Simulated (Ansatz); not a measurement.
## HfSiO₄ at a changed volume — ¹⁷⁷Hf nuclear quadrupole resonance

Cell: a COD entry, relaxed with PBE at fixed cell and then changed (volume scaled by 0.94, ions relaxed).

Space group I4_1/amd:1 (No. 141); a = 6.4383, c = 5.8415 Å.

```
site  Wyckoff  site symmetry       x       y       z
  Hf       4a           -4m2  0.0000  0.5000  0.2500
  Si       4b           -4m2  0.5000  0.0000  0.2500
   O      16h            .m.  0.5000  0.3130  0.8196
```

One atom of each set is listed; the run and its k-mesh use a cell of 12 atoms with edges of 5.41, 5.41, 5.41 Å.

Method: Kohn–Sham DFT in Ansatz, PBE, plane waves and PAW, scalar-relativistic, 420 eV cutoff, Γ-centred 7×7×7 k-points, Fermi–Dirac smearing 0.02 eV.

¹⁷⁷Hf: I = 7/2, Q = 3365 mb (year-2017 value). Static lattice, zero field.

(1) Predict the zero-field ¹⁷⁷Hf lines of each site.

(2) And for Hf-179 (I = 9/2, Q = 3793 mb) on Hf?

Answers

(1) For I = 7/2 and η = 0 the lines are |C_Q|/14 times 1, 2 and 3; η shifts the lowest up most.

```tsv
site	atoms	V_zz (10²¹ V/m²)	C_Q (MHz)	η	line frequencies (MHz)
Hf	2	20.1	1633	0.00	116.7, 233.4, 350.0
```

(2) C_Q scales with Q to 1841 MHz, with lines at 76.7, 153.4, 230.2, 306.9 MHz.

An axis of threefold or higher order runs through Hf, so V_zz lies along it and η is zero.

Without spin–orbit coupling the gradients at and beside Hf can be off by some per cent, at some sites by more. At this changed cell the PBE pressure is 24 GPa.
